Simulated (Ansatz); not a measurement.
**TiO2 under changes of volume**

One of the cells (10.435 Å³/atom); the others are scaled copies at fixed shape and fractional positions:

```
Ti O
1.0
     4.59984    0.00000    0.00000
     0.00000    4.59984    0.00000
     0.00000    0.00000    2.95921
Ti O
2 4
Direct
  0.00000 0.00000 0.50000
  0.50000 0.50000 0.00000
  0.30432 0.30432 0.50000
  0.19568 0.80432 0.00000
  0.80432 0.19568 0.00000
  0.69568 0.69568 0.50000
```

The cell is a database's computed one.

```yaml
Program: Ansatz 0.2.0
Functional: BLYP
Potentials_or_basis: Ansatz PAW
Cutoff: "420 eV (not typed: the program's choice for these potentials)"
k_mesh: 6 × 6 × 9
Occupations: fermi-dirac, width 0.05 eV
Spin: no spin polarisation
```

```csv
volume (Å³/atom),energy over the lowest point (meV/atom),pressure (GPa),gap on the mesh (eV),largest force (eV/Å)
9.809,85.40,28.0,2.02,0.384
10.018,53.34,21.3,1.97,0.271
10.227,29.50,15.3,1.91,0.165
10.435,?,?,?,?
10.644,3.55,5.0,1.81,0.024
10.853,0.00,0.6,1.76,0.109
11.062,1.90,-3.4,1.72,0.189
```

Question: What does the run at 10.435 Å³/atom give?

Answer: Energy over the lowest point 13.17 meV/atom; pressure 9.9 GPa; gap on the mesh 1.86 eV; largest force 0.067 eV/Å.

Worked out: A Birch-Murnaghan fit of order 3 (a polynomial in V^(-2/3)) to the other rows has its minimum at 10.88 Å³/atom with B0 = V·E''(V) = 216 GPa and B' = 4.3 at fixed shape and positions, which overstates the stiffness. It gives 13.22 meV/atom at 10.435 Å³/atom, against the run's 13.17, and -dE/dV = 9.9 GPa, against 9.9. A straight line through the other rows of the gap, of slope -2.53 eV per unit of ln V (its deformation potential), gives 1.86 eV, against the run's 1.86.

Energies are extrapolated to zero smearing.

Caveats: odd divisions of the mesh miss points on the zone boundary, where band edges often lie, so the gap on the mesh can be too wide; the PAW data sets come from PBE, with cores solved anew for the run's functional, which leaves a small shift of forces and pressure.

A mesh can miss the band edges.
